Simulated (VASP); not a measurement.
## SnSe2 under changes of volume

One of the cells (25.575 Å³/atom); the others are scaled copies at fixed shape and fractional positions:

```xyz
3
Lattice="3.8393 0.0000 0.0000 -1.9196 3.3249 0.0000 0.0000 0.0000 6.0103" Properties=species:S:1:pos:R:3 pbc="T T T"
Sn    0.0000    0.0000    0.0000
Se    1.9196    1.1083    4.4133
Se    0.0000    2.2166    1.5970
```

| Item | Value |
| --- | --- |
| Program | VASP 6.6.1 |
| Functional | PBE |
| Dispersion | D3(BJ) |
| Potentials or basis | VASP PAW PBE potentials, release 64 (Sn_d, Se) |
| Cutoff | 520 eV |
| k mesh | 8 × 8 × 4 |
| Occupations | gaussian, width 0.02 eV |
| Spin | no spin polarisation |

```csv
volume (Å³/atom),energy over the lowest point (meV/atom),pressure (GPa),gap on the mesh (eV),largest force (eV/Å)
24.552,?,?,?,?
25.063,2.18,1.4,0.59,0.146
25.575,0.00,0.0,0.57,0.015
26.086,2.10,-1.3,0.55,0.164
26.598,8.01,-2.4,0.53,0.299
```

**Question.** What does the run at 24.552 Å³/atom give?

**Answer.** Energy over the lowest point 9.17 meV/atom; pressure 3.0 GPa; gap on the mesh 0.61 eV; largest force 0.322 eV/Å.

Worked out: A Birch-Murnaghan fit of order 2 (a polynomial in V^(-2/3)) to the other rows has its minimum at 25.57 Å³/atom with B0 = V·E''(V) = 66 GPa at fixed shape and positions, which overstates the stiffness. It gives 9.02 meV/atom at 24.552 Å³/atom, against the run's 9.17, and -dE/dV = 2.9 GPa, against 3.0. A straight line through the other rows of the gap, of slope -1.01 eV per unit of ln V, extrapolates to 0.61 eV, against the run's 0.61.

Energies are extrapolated to zero smearing.

Caveats: spin-orbit coupling is left out, which moves the levels of the heavy elements.

A mesh can miss the band edges.
